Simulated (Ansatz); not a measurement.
# CuO (P4/nmm) in Ansatz: a series of runs

Aim: see how the results for CuO move with the level of theory and the settings. Levels: RPBE, r2SCAN+U. Tasks: band structure.

All numbers are computed with Ansatz 0.2.0; they aren't measurements. Logs are shortened: lines on timing, memory, paths and dates and some standing lists are left out, and cuts for length are marked.

## 1. The crystal as given

The structure is tetragonal, space group P4/nmm (No. 129). Conventional cell: a = 3.175 Å, b = 3.175 Å, c = 4.650 Å, α = 90.00°, β = 90.00°, γ = 90.00°. Cu (site symmetry -4m2) has 4 O at 2.02 Å and 4 Cu at 2.25 Å as nearest neighbours. O (site symmetry 4mm) has 4 Cu at 2.02 Å as nearest neighbours.

The cell was built by a generator and needn't be a form met in nature.

## 2. Band structure, RPBE

Input file input.yaml:

```yaml
crystal:
  lattice:
    - [3.1754955, 0.0, 0.0]
    - [0.0, 3.1754955, 0.0]
    - [0.0, 0.0, 4.64953187]
  atoms:
    - { symbol: Cu, position: [0.0, 0.0, 0.0] }
    - { symbol: Cu, position: [0.5, 0.5, 0.0] }
    - { symbol: O, position: [0.5, 0.0, 0.267] }
    - { symbol: O, position: [0.0, 0.5, 0.733] }
hamiltonian:
  xc: rpbe
  pseudopotentials: { kind: paw }
kpoints:
  mp_grid: { grid: [8, 8, 6] }
  band_path:
    path:
      - [[0.0, 0.0, 0.0], [0.0, 0.5, 0.0], [0.5, 0.5, 0.0], [0.0, 0.0, 0.0], [0.0, 0.0, 0.5], [0.0, 0.5, 0.5], [0.5, 0.5, 0.5], [0.0, 0.0, 0.5]]
      - [[0.0, 0.5, 0.0], [0.0, 0.5, 0.5]]
      - [[0.5, 0.5, 0.0], [0.5, 0.5, 0.5]]
    npoints: 14
scf:
  occupations: { method: fermi_dirac, width: 0.05 }
  n_extra_bands: 10
output:
  forces: true
  stress: true
  eigenvalues: true
  fatbands: false
```

Potentials or basis: Ansatz PAW.

On the command line:

```bash
> ansatz run input.yaml --threads 2 --pin off --max-ram 5632MiB --backend cpu --events-out ev --progress --plain --runs-dir out
```

Output:

```text
Warning: RAYON_NUM_THREADS=2 ignored (pool sized by the plan → 2); use --threads N
scf.n_extra_bands = 10 over 25 filled bands (N_el = 50.0): the run solves 35 bands
Engine: ansatz 0.2.0, aarch64-unknown-linux-gnu
Pseudopotentials: kind: paw
Pseudopotential: Cu, paw, valence charge 19, recommended cutoff 420 eV (normal), Cu.paw.azcp
Pseudopotential: O, paw, valence charge 6, recommended cutoff 420 eV (normal), O.paw.azcp
Functional definition: RPBE
  parameter kappa = 0.804
  parameter beta = 0.06672455060314922
  exchange = rpbe_x(kappa = kappa, mu = beta*pi^2/3)
  correlation = pbe_c(beta = beta)
Crystal: 4 atoms, lattice volume = 46.885 Å³
Basis set: ecut = 420 eV, 935 PW (Γ), exchange–correlation on 48×48×64 points (8 copies of the dense FFT grid, shifted against one another)
Bands: 35, of which v1, the nominal top of the filled ones, is band 25 counted from 1 (24 counted from 0)
Symmetry: 16 space group operations
Space group: P4/nmm (ITA 129), of the structure as read, at distance tolerance 3.6e-5 Å
k-points: 60 of 384
Non-local potential: Cu, projectors of the file, l = 0: 3, l = 1: 2, l = 2: 3, l = 3: 1
Non-local potential: O, projectors of the file, l = 0: 2, l = 1: 2, l = 2: 1
PAW form: soft (Blöchl's): semilocal exchange-correlation on the pseudo side does not see the compensation charge
PAW frozen core: Cu, regenerated for the run's functional, and the local potential with it (the file was generated under x = pbe(κ = 0.804, μ = 0.2195149727645171), c = pbe(β = 0.06672455060314922))
PAW frozen core: O, regenerated for the run's functional, and the local potential with it (the file was generated under x = pbe(κ = 0.804, μ = 0.2195149727645171), c = pbe(β = 0.06672455060314922))
PAW one-centre angular grid: Cu, 590 points (default); XC on 64 Gauss nodes
PAW one-centre angular grid: O, 110 points (default); XC on 64 Gauss nodes
Initial density: superposition of atomic densities (neutral atoms: chi_scale 0, normalization atom), corrected by the library's trained network
Initial wavefunctions: pseudopotential atomic-orbital guess
Functional: x = rpbe, c = pbe(β = 0.06672455060314922)
SCF iter   1: F=—  HF=-14392.904986 eV  |F-HF|=—  |Δ(HF+E_count)|=         —  Δρ=2.23e-2  dr2=1.48e-1  ethr=1.77e-3  ⟨swp⟩=5.9  Hψ=8710  notcnv=0  defer=22
preconditioner: auto → LDOS  [metal: Δε(μ)=0.007 eV  Ē_g=15.525 eV  σ=0.050 eV  W_gap=0.03  n_scr=16 (ndim 8)  ℏωp=31.6 eV  f_vac=0.220  D(μ)=6.42/eV (n_scr^D=106)  β→1.0]
SCF iter   2: F=—  HF=-14392.897302 eV  |F-HF|=—  |Δ(HF+E_count)|=   7.68e-3  Δρ=1.09e-2  dr2=5.86e-2  ethr=2.96e-4  ⟨swp⟩=2.3  Hψ=3876  notcnv=0  defer=155
SCF iter   3: F=—  HF=-14392.890326 eV  |F-HF|=—  |Δ(HF+E_count)|=   6.98e-3  Δρ=1.41e-2  dr2=7.67e-2  ethr=1.17e-4  ⟨swp⟩=2.0  Hψ=3662  notcnv=0  defer=155
SCF iter   4: F=—  HF=-14392.887621 eV  |F-HF|=—  |Δ(HF+E_count)|=   2.70e-3  Δρ=1.25e-2  dr2=5.56e-2  ethr=1.17e-4  ⟨swp⟩=1.1  Hψ=1952  notcnv=0  defer=155
SCF iter   5: F=—  HF=-14392.879568 eV  |F-HF|=—  |Δ(HF+E_count)|=   8.05e-3  Δρ=3.51e-3  dr2=4.36e-3  ethr=1.11e-4  ⟨swp⟩=2.0  Hψ=2422  notcnv=0  defer=155
SCF iter   6: F=—  HF=-14392.879612 eV  |F-HF|=—  |Δ(HF+E_count)|=   4.44e-5  Δρ=6.57e-4  dr2=1.64e-4  ethr=8.72e-6  ⟨swp⟩=2.3  Hψ=3178  notcnv=0  defer=151
SCF iter   7: F=—  HF=-14392.879667 eV  |F-HF|=—  |Δ(HF+E_count)|=   5.42e-5  Δρ=1.88e-4  dr2=1.45e-5  ethr=3.29e-7  ⟨swp⟩=2.1  Hψ=2824  notcnv=0  defer=151
SCF iter   8: F=—  HF=-14392.879723 eV  |F-HF|=—  |Δ(HF+E_count)|=   5.68e-5  Δρ=1.61e-5  dr2=5.46e-8  ethr=2.00e-10  ⟨swp⟩=9.1  Hψ=11857  notcnv=0
SCF iter   9: F=-14392.879724 eV  HF=-14392.879724 eV  |F-HF|=4.99e-9  |Δ(HF+E_count)|=   1.92e-7  Δρ=5.89e-6  dr2=1.43e-8  ethr=1.09e-10  ⟨swp⟩=3.1  Hψ=7646  notcnv=0
SCF 1 converged in 9 iterations: F = -14392.879724 eV  dr2 = 1.43e-8
NSCF: frozen V_eff on 129 k-points
SCF converged after 9 iterations
Free energy (F): -14392.879724 eV
Harris-Foulkes:  -14392.879724 eV  (|F-HF|=4.99e-9)
Internal energy: -14392.821872 eV  (E = F + TS)
E sigma→0 (E₀):  -14392.850798 eV
Entropy (-TS):   -0.057852 eV (-14.463 meV/atom)
Fermi energy:    8.913355 eV
--- Per-component energies (eV) ---
  E_band       = -1004.241154
  E_kinetic    = 942.897381
  E_local      = -12563.812114  (includes V_loc(G=0)·N_el)
  E_nonlocal   = 879.724514
  E_hartree    = 5561.488311
  E_xc         = -325.490601
  E_vxc        = -416.820001  (∫ρ·V_xc dr)
  E_paw        = -3653.166073  (= ΣΔE_a)
  E_vpaw       = -969.224201  (= ΣTr[D̂ρ^β])
  E_aug_tail   = 0.005553  (compensation charges beyond the density's cutoff)
  E_ewald      = -5234.342517
  E_core_change = -0.126325  (= ΣΔE_core)
  E_smearing   = -0.057852  (= −TS)
  E_closure    = -0.000000  (closes the sum)
  Σ components = -14392.879724   (vs F -14392.879724, Δ=0.00e0)
--- Forces (eV/Å), atoms counted from 1 ---
  atom   1  Cu     0.00000000     0.00000000    -0.00000000
  atom   2  Cu    -0.00000000     0.00000000     0.00000000
  atom   3  O      0.00000000     0.00000000    -0.68177967
  atom   4  O     -0.00000000     0.00000000     0.68177967
  max |Σ_I F_I| component: 0.00e0 eV/Å
--- Stress (GPa, compression-positive) ---
       34.275915       0.000000      -0.000000
        0.000000      34.275915      -0.000000
       -0.000000      -0.000000      -4.120797
  P = ⅓ Tr σ = 21.4770 GPa (214.770 kbar)
--- Band table (eV; the first three rows and the last of 60) ---
  k-point 0: bands = ["-103.7194", "-103.6650", "-61.1142", "-61.1142", "-61.0196", "-60.9725", "-60.9018", "-60.9018", "-9.7188", "-8.9214", "2.4868", "3.4835", "3.9979", "3.9979", "4.4210", "5.2885", "5.2885", "7.0618", "7.0870", "7.6575", "7.8469", "7.8469", "8.4301", "8.5769", "9.3411", "9.3411", "10.1362", "15.5029", "19.8934", "19.8934", "21.1869", "21.4221", "24.0228", "29.2652", "29.7937"]
  k-point 1: bands = ["-103.7194", "-103.6650", "-61.1142", "-61.1142", "-61.0196", "-60.9725", "-60.9018", "-60.9018", "-9.6770", "-8.9671", "2.5285", "3.3960", "3.9688", "3.9688", "4.4212", "5.3293", "5.3293", "7.0679", "7.0923", "7.6575", "7.8705", "7.8705", "8.4082", "8.4301", "9.3011", "9.3011", "10.5421", "15.3469", "19.8904", "19.8904", "21.2921", "21.5982", "23.6678", "27.9686", "28.9635"]
  k-point 2: bands = ["-103.7193", "-103.6651", "-61.1142", "-61.1142", "-61.0195", "-60.9725", "-60.9018", "-60.9018", "-9.5713", "-9.0807", "2.6549", "3.1788", "3.9155", "3.9155", "4.4214", "5.4061", "5.4061", "7.0650", "7.1029", "7.6575", "7.9238", "7.9238", "8.2245", "8.4301", "9.2151", "9.2151", "11.2848", "14.9509", "19.8854", "19.8854", "21.6127", "22.2434", "22.9165", "25.6034", "28.3319"]
  k-point 59: bands = ["-103.6918", "-103.6918", "-61.1420", "-61.1420", "-60.9953", "-60.9953", "-60.8817", "-60.8817", "-8.8761", "-8.8761", "3.1639", "3.1639", "4.7749", "4.7749", "5.1717", "5.1717", "5.6580", "5.6580", "6.1489", "6.1489", "7.1531", "7.1531", "7.2759", "7.2759", "8.6228", "8.6228", "15.4554", "15.4554", "18.2305", "18.2305", "22.5280", "22.5280", "23.0588", "23.0588", "27.1029"]
```

It took 5 s on 2 threads of Arm Neoverse V2, shared host; peak memory 0.35 GiB.

Results:

```
Free energy            : -14392.8797 eV
Pressure               : 21.5 GPa
Largest force          : 0.682 eV/Å
Band gap on the k mesh : none (metal or under the smearing width)
```

Forces in eV/Å, atoms in the order of the input:
```
Cu   0.000  0.000  0.000
Cu   0.000  0.000  0.000
O    0.000  0.000 -0.682
O    0.000  0.000  0.682
```

Levels at the corners of the path, in eV from the Fermi level:
```tsv
point	band 21	band 22	band 23	band 24	band 25	band 26	band 27	band 28	band 29	band 30
Γ	-1.07	-1.07	-0.48	-0.34	0.43	0.43	1.22	6.59	10.98	10.98
X	-2.31	-2.31	-0.24	-0.24	-0.01	-0.01	5.30	5.30	10.73	10.73
M	-1.64	-1.64	-1.53	-1.53	-0.40	-0.40	5.66	5.66	9.32	9.32
Γ	-1.07	-1.07	-0.48	-0.34	0.43	0.43	1.22	6.59	10.98	10.98
Z	-0.96	-0.96	-0.74	-0.48	0.25	0.25	2.77	5.77	10.97	10.97
R	-2.34	-2.34	0.03	0.03	0.09	0.09	5.14	5.14	9.89	9.89
A	-1.76	-1.76	-1.64	-1.64	-0.29	-0.29	6.54	6.54	9.32	9.32
Z	-0.96	-0.96	-0.74	-0.48	0.25	0.25	2.77	5.77	10.97	10.97
X	-2.31	-2.31	-0.24	-0.24	-0.01	-0.01	5.30	5.30	10.73	10.73
R	-2.34	-2.34	0.03	0.03	0.09	0.09	5.14	5.14	9.89	9.89
M	-1.64	-1.64	-1.53	-1.53	-0.40	-0.40	5.66	5.66	9.32	9.32
A	-1.76	-1.76	-1.64	-1.64	-0.29	-0.29	6.54	6.54	9.32	9.32
```

Caveat: so large a pressure means that the cell lies far from this level's equilibrium, or that cutoff or potentials fall short; the pressure holds a Pulay correction of +0.6 GPa for the finite cutoff; the run has no spin polarisation, though such a crystal can be magnetic; semilocal functionals often make such compounds metallic where correlation or magnetic order opens a gap, which also shifts bond lengths; the PAW data sets come from PBE, with cores solved anew for the run's functional, which leaves a small shift of forces and pressure. With open d or f shells a metallic result of RPBE can be an artefact of self-interaction; +U or a hybrid may open a gap.

(Part 1 of 2 ends here.)
